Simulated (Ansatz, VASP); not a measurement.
One calculation of BN, two programs

```
CELL_PARAMETERS angstrom
2.46271 0.00000 0.00000
-1.23136 2.13277 0.00000
0.00000 0.00000 7.61938
ATOMIC_POSITIONS crystal
B 0.33333 0.66667 0.25000
B 0.66667 0.33333 0.75000
N 0.33333 0.66667 0.75000
N 0.66667 0.33333 0.25000
```

Alike in both runs: task single point; functional PBEsol; k mesh 12 × 12 × 4; occupations gaussian, width 0.05 eV; no spin polarisation.

|  | VASP | Ansatz |
| --- | --- | --- |
| version | VASP 6.6.1 | Ansatz 0.2.0 |
| potentials or method | VASP PAW PBE potentials, release 64 (B, N) | scalar-relativistic, plane waves, PAW |
| plane-wave cutoff (eV) | 520 | 520 |
| valence electrons in the cell | 16 | 16 |

```csv
,VASP,Ansatz,Ansatz less VASP
gap on the k mesh at the Fermi level (eV),4.45,4.46,+0.005
least direct gap on the mesh (eV),4.74,4.74,+0.003
pressure (GPa),11.5,11.0,-0.43
largest component of the traceless stress (GPa),11.91,11.35,-0.564
```

Ansatz warned: «pseudo_functional_mismatch».

Caveats: the PAW data sets were made with another functional, which shifts forces and pressure a little (VASP); this functional lacks dispersion, which binds the layers, so the pressure and a relaxed spacing across them are unreliable. A k mesh can miss the band edges.
